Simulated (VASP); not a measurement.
# RbBr (Fm-3m) in VASP: a series of runs

The runs below take RbBr through relaxation of the atoms, with PBE.

Everything below comes from runs of VASP 6.6.1. Logs are shortened: lines on timing, memory, paths and dates and some standing lists are left out, and cuts for length are marked.

## 1. The crystal as given

The structure is cubic, space group Fm-3m (No. 225). Conventional cell: a = 7.045 Å, b = 7.045 Å, c = 7.045 Å, α = 90.00°, β = 90.00°, γ = 90.00°. Rb (site symmetry m-3m) is surrounded by 6 Br at 3.52 Å. Around Br (site symmetry m-3m) lie 6 Rb at 3.52 Å.

## 2. Relaxation of the atoms, PBE (a relaxed cell with its volume scaled by 0.96)

The input, INCAR:

```
PREC = Accurate ; ENCUT = 300
EDIFF = 1E-7 ; ISMEAR = 0
SIGMA = 0.03 ; LREAL = False
LASPH = True ; NELM = 80
ALGO = Normal ; ISIF = 2
LWAVE = False ; LCHARG = False
GGA = PE ; IBRION = 2
NSW = 40 ; EDIFFG = -0.01
```

The input, KPOINTS:

```
Automatic mesh
0
Gamma
  4 4 4
```

The input, POSCAR:

```
RbBr                                    
1.0
    0.0000000000      3.4746942039      3.4746942039
    3.4746942039      0.0000000000      3.4746942039
    3.4746942039      3.4746942039      0.0000000000
  Rb              Br            
     1     1
Direct
     0.0000000000000000    0.0000000000000000    0.0000000000000000
     0.5000000000000000    0.5000000000000000    0.5000000000000000
```

Potentials or basis: VASP PAW PBE potentials, release 64 (Rb_pv, Br).

Run with:

```sh
$ cat potpaw_PBE.64/Rb_pv/POTCAR potpaw_PBE.64/Br/POTCAR > POTCAR
$ mpirun -np 1 vasp_std > vasp.out
```

OUTCAR:

```text
PREC = Accurate
   ENCUT = 300
   EDIFF = 1E-7
   ISMEAR = 0
   LREAL = False
   LASPH = True
   NELM = 80
   ISIF = 2
   GGA = PE
   IBRION = 2
   NSW = 40
   EDIFFG = -0.01

 ion  position               nearest neighbor table
   1  0.000  0.000  0.000-   2 3.47   2 3.47   2 3.47   2 3.47   2 3.47   2 3.47
   2  0.500  0.500  0.500-   1 3.47   1 3.47   1 3.47   1 3.47   1 3.47   1 3.47

  LATTYP: Found a face centered cubic cell.
 ALAT       =     6.9493884078

  Lattice vectors:

 A1 = (   0.0000000000,   3.4746942039,   3.4746942039)
 A2 = (   3.4746942039,   0.0000000000,   3.4746942039)
 A3 = (   3.4746942039,   3.4746942039,   0.0000000000)

Analysis of symmetry for initial positions (statically):
=====================================================================
 Subroutine PRICEL returns:
 Original cell was already a primitive cell.

 Routine SETGRP: Setting up the symmetry group for a
 face centered cubic supercell.

 Subroutine GETGRP returns: Found 48 space group operations
 (whereof 48 operations were pure point group operations)
 out of a pool of 48 trial point group operations.

The static configuration has the point symmetry O_h .

Analysis of symmetry for dynamics (positions and initial velocities):
=====================================================================
 Subroutine PRICEL returns:
 Original cell was already a primitive cell.

 Routine SETGRP: Setting up the symmetry group for a
 face centered cubic supercell.

 Subroutine GETGRP returns: Found 48 space group operations
 (whereof 48 operations were pure point group operations)
 out of a pool of 48 trial point group operations.

The dynamic configuration has the point symmetry O_h .

 Subroutine INISYM returns: Found 48 space group operations
 (whereof 48 operations are pure point group operations),
 and found     1 'primitive' translations

----------------------------------------------------------------------------------------

                                     Primitive cell

  volume of cell :      83.9034

  direct lattice vectors                    reciprocal lattice vectors
     0.000000000  3.474694204  3.474694204    -0.143897555  0.143897555  0.143897555
     3.474694204  0.000000000  3.474694204     0.143897555 -0.143897555  0.143897555
     3.474694204  3.474694204  0.000000000     0.143897555  0.143897555 -0.143897555

  length of vectors
     4.913959668  4.913959668  4.913959668     0.249237876  0.249237876  0.249237876

  position of ions in fractional coordinates (direct lattice)
     0.000000000  0.000000000  0.000000000
     0.500000000  0.500000000  0.500000000

  ion indices of the primitive-cell ions
   primitive index   ion index
                 1           1
                 2           2

----------------------------------------------------------------------------------------

 KPOINTS: Automatic mesh

Automatic generation of k-mesh.
 Grid dimensions read from file:
 generate k-points for:    4    4    4

 Generating k-lattice:

  Cartesian coordinates                     Fractional coordinates (reciprocal lattice)
    -0.035974389  0.035974389  0.035974389     0.250000000  0.000000000  0.000000000
     0.035974389 -0.035974389  0.035974389     0.000000000  0.250000000  0.000000000
     0.035974389  0.035974389 -0.035974389     0.000000000  0.000000000  0.250000000

  Length of vectors
     0.062309469  0.062309469  0.062309469

  Shift w.r.t. Gamma in fractional coordinates (k-lattice)
     0.000000000  0.000000000  0.000000000

 Subroutine IBZKPT returns following result:
 ===========================================

 Found      8 irreducible k-points:

 Following reciprocal coordinates:
            Coordinates               Weight
  0.000000  0.000000  0.000000      1.000000
  0.250000  0.000000  0.000000      8.000000
  0.500000  0.000000  0.000000      4.000000
  0.250000  0.250000  0.000000      6.000000
  0.500000  0.250000  0.000000     24.000000
 -0.250000  0.250000  0.000000     12.000000
  0.500000  0.500000  0.000000      3.000000
 -0.250000  0.500000  0.250000      6.000000
   k-points           NKPTS =      8   k-points in BZ     NKDIM =      8   number of bands    NBANDS=     11
   number of dos      NEDOS =    301   number of ions     NIONS =      2
   total plane-waves  NPLWV =  21952
   dimension x,y,z NGX =    28 NGY =   28 NGZ =   28
   dimension x,y,z NGXF=    56 NGYF=   56 NGZF=   56
   ions per type =               1   1
   NGX,Y,Z   is equivalent  to a cutoff of   9.47,  9.47,  9.47 a.u.
   NGXF,Y,Z  is equivalent  to a cutoff of  18.95, 18.95, 18.95 a.u.
 SYSTEM =  unknown system
   PREC   = accura    normal or accurate (medium, high low for compatibility)
   ISTART =      0    job   : 0-new  1-cont  2-samecut
   ICHARG =      2    charge: 1-file 2-atom 10-const
   ISPIN  =      1    spin polarized calculation?
   LNONCOLLINEAR =      F non collinear calculations
   LSORBIT =      F    spin-orbit coupling
   LASPH  =      T    aspherical Exc in radial PAW
   ENCUT  =  300.0 eV  22.05 Ry    4.70 a.u.   6.94  6.94  6.94*2*pi/ulx,y,z
   NELM   =     80;   NELMIN=  2; NELMDL= -5     # of ELM steps
   EDIFF  = 0.1E-06   stopping-criterion for ELM
   LREAL  =      F    real-space projection
   EDIFFG = -.1E-01   stopping-criterion for IOM
   NSW    =     40    number of steps for IOM
   IBRION =      2    ionic relax: 0-MD 1-quasi-New 2-CG
   NFREE  =      1    steps in history (QN), initial steepest desc. (CG)
   ISIF   =      2    stress and relaxation
   ISYM   =      2    0-nonsym 1-usesym 2-fastsym
[... 5 lines left out ...]
   EMIN   =  10.00;   EMAX   =-10.00  energy-range for DOS
   EFERMI =   0.00;   METHOD = LEGACY
   ISMEAR =     0;   SIGMA  =   0.03  broadening in eV -4-tet -1-fermi 0-gaus
   EFERMI_NEDOS =   21; number of points for ismear=-14 and -15
   IALGO  =     38    algorithm
   IMIX   =      4    mixing-type and parameters
     AMIX     =   0.40;   BMIX     =  1.00
     AMIX_MAG =   1.60;   BMIX_MAG =  1.00
  volume/ion in A,a.u.               =      41.95       283.10
  Fermi-wavevector in a.u.,A,eV,Ry     =   0.901276  1.703164 11.051980  0.812298
  Thomas-Fermi vector in A             =   2.024336
   LORBIT       =      0    0 simple, 1 ext, 2 COOP (PROOUT), +10 PAW based schemes
   GGA     = PE    functional components
   LHFCALC =     F    Hartree Fock is set to
   AEXX    =    0.0000 exact exchange contribution
   IVDW    =     0    specifies the selected vdW correction
   LEPSILON=     F    determine dielectric tensor
   LRPA    =     F    only Hartree local field effects (RPA)
 conjugate gradient relaxation of ions
 non-spin polarized calculation
 Gauss-broadening in eV      SIGMA  =   0.03
  energy-cutoff  :      300.00
  volume of cell :       83.90
 maximum number of plane-waves:       998
   NGX = 13   NGY = 13   NGZ = 13

 number of electron      13.9999990 magnetization

 Free energy of the ion-electron system (eV)
  ---------------------------------------------------
  ext. energy  EPLUGINS =         0.00000000
  ---------------------------------------------------
  free energy    TOTEN  =        -6.07340080 eV

  energy without entropy =       -6.07340080  energy(sigma->0) =       -6.07340080

 E-fermi :  -2.9114     XC(G=0):  -7.0390

 val. band max:       -3.0909414883   @ k =   0.0000   0.0000   0.0000
 cond. band min:       1.1543964353   @ k =   0.0000   0.0000   0.0000
 fundamental gap:      4.2453379236
 Fermi energy:        -2.9114291186

 k-point     1 :       0.0000    0.0000    0.0000
  band No.  band energies     occupation
      1     -15.2466      2.00000
      2     -11.6798      2.00000
      3     -11.6798      2.00000
      4     -11.6798      2.00000
      5      -3.0909      2.00000
      6      -3.0909      2.00000
      7      -3.0909      2.00000
      8       1.1544      0.00000
      9       4.1632      0.00000
     10       4.1632      0.00000
     11       4.1632      0.00000

 k-point     2 :       0.2500    0.0000    0.0000
  band No.  band energies     occupation
      1     -15.2597      2.00000
      2     -11.6835      2.00000
      3     -11.6835      2.00000
      4     -11.6613      2.00000
      5      -3.6178      2.00000
      6      -3.2583      2.00000
      7      -3.2583      2.00000
      8       2.3801      0.00000
      9       4.0160      0.00000
     10       4.8621      0.00000
     11       4.8621      0.00000

 k-point     3 :       0.5000    0.0000    0.0000
  band No.  band energies     occupation
      1     -15.2726      2.00000
      2     -11.6871      2.00000
      3     -11.6870      2.00000
      4     -11.6429      2.00000
      5      -4.0213      2.00000
      6      -3.4127      2.00000
      7      -3.4127      2.00000
      8       3.6148      0.00000
      9       4.4682      0.00000
     10       6.2704      0.00000
     11       6.2704      0.00000

 k-point     4 :       0.2500    0.2500    0.0000
  band No.  band energies     occupation
      1     -15.2419      2.00000
      2     -11.7101      2.00000
      3     -11.7101      2.00000
      4     -11.6804      2.00000
      5      -3.6564      2.00000
      6      -3.1879      2.00000
      7      -3.1879      2.00000
      8       2.4773      0.00000
      9       3.1629      0.00000
     10       5.4629      0.00000
     11       5.5822      0.00000

 k-point     5 :       0.5000    0.2500    0.0000
  band No.  band energies     occupation
      1     -15.2321      2.00000
      2     -11.7555      2.00000
      3     -11.7142      2.00000
      4     -11.6978      2.00000
      5      -3.7223      2.00000
      6      -3.4224      2.00000
      7      -3.3319      2.00000
      8       3.3413      0.00000
      9       4.0645      0.00000
     10       5.7313      0.00000
     11       6.0698      0.00000

 k-point     6 :      -0.2500    0.2500    0.0000
  band No.  band energies     occupation
      1     -15.2502      2.00000
      2     -11.7486      2.00000
      3     -11.6875      2.00000
      4     -11.6579      2.00000
      5      -3.8190      2.00000
      6      -3.3983      2.00000
      7      -3.3334      2.00000
      8       3.4949      0.00000
      9       4.0276      0.00000
     10       5.4831      0.00000
     11       5.5531      0.00000

 k-point     7 :       0.5000    0.5000    0.0000
  band No.  band energies     occupation
      1     -15.1903      2.00000
      2     -11.8340      2.00000
      3     -11.7409      2.00000
      4     -11.7409      2.00000
      5      -3.5599      2.00000
      6      -3.2501      2.00000
      7      -3.2501      2.00000
      8       2.5478      0.00000
      9       3.8686      0.00000
     10       5.9111      0.00000
     11       6.0309      0.00000

 k-point     8 :      -0.2500    0.5000    0.2500
  band No.  band energies     occupation
      1     -15.2131      2.00000
      2     -11.7874      2.00000
      3     -11.7874      2.00000
      4     -11.6659      2.00000
      5      -3.5479      2.00000
      6      -3.4335      2.00000
      7      -3.4335      2.00000
      8       3.9433      0.00000
      9       3.9433      0.00000
     10       4.9865      0.00000
     11       5.3483      0.00000

------------------------ aborting loop because EDIFF is reached ----------------------------------------

  FORCE on cell =-STRESS in cart. coord.  units (eV):
  Direction    XX          YY          ZZ          XY          YZ          ZX
  --------------------------------------------------------------------------------------
  -------------------------------------------------------------------------------------
  Total        0.2826213      0.2826213      0.2826213      0.0000000      0.0000000      0.0000000
  in kB        5.3967919      5.3967919      5.3967919      0.0000000      0.0000000      0.0000000
  external PRESSURE =       5.3967919 kB  Pullay stress =       0.0000000 kB

 VOLUME and BASIS-vectors are now :
 -----------------------------------------------------------------------------
  energy-cutoff  :      300.00
  volume of cell :       83.90
      direct lattice vectors                 reciprocal lattice vectors
     0.000000000  3.474694204  3.474694204    -0.143897555  0.143897555  0.143897555
     3.474694204  0.000000000  3.474694204     0.143897555 -0.143897555  0.143897555
     3.474694204  3.474694204  0.000000000     0.143897555  0.143897555 -0.143897555

 POSITION                                       TOTAL-FORCE (eV/Angst)
 -----------------------------------------------------------------------------------
      0.00000      0.00000      0.00000         0.000000     -0.000000      0.000000
      3.47469      3.47469      3.47469        -0.000000      0.000000     -0.000000
 -----------------------------------------------------------------------------------
    total drift:                                0.000000      0.000000      0.000000

  FREE ENERGIE OF THE ION-ELECTRON SYSTEM (eV)
  ---------------------------------------------------
  free  energy   TOTEN  =        -6.0734008037 eV

  energy  without entropy=       -6.0734008037  energy(sigma->0) =       -6.07340080

 reached required accuracy - stopping structural energy minimisation
```

It took 5.8 s on 1 thread of Intel Xeon Platinum 8375C at 2.90GHz (Ice Lake), shared host; peak memory 0.15 GiB.

What came out:

- Free energy: -6.0734 eV
- Pressure after relaxing: 0.5 GPa
- Band gap on the k mesh: 4.25 eV, direct

Final structure:
```cif
data_structure
_symmetry_space_group_name_H-M 'P 1'
_symmetry_Int_Tables_number 1
_cell_length_a 4.9140
_cell_length_b 4.9140
_cell_length_c 4.9140
_cell_angle_alpha 60.000
_cell_angle_beta 60.000
_cell_angle_gamma 60.000
_cell_volume 83.90
loop_
_atom_site_label
_atom_site_type_symbol
_atom_site_fract_x
_atom_site_fract_y
_atom_site_fract_z
_atom_site_occupancy
Rb1 Rb 0.00000 0.00000 0.00000 1
Br1 Br 0.50000 0.50000 0.50000 1
```

Caveat: the relaxation stopped at its first step, so nothing moved.

[end of part 1 of 3]
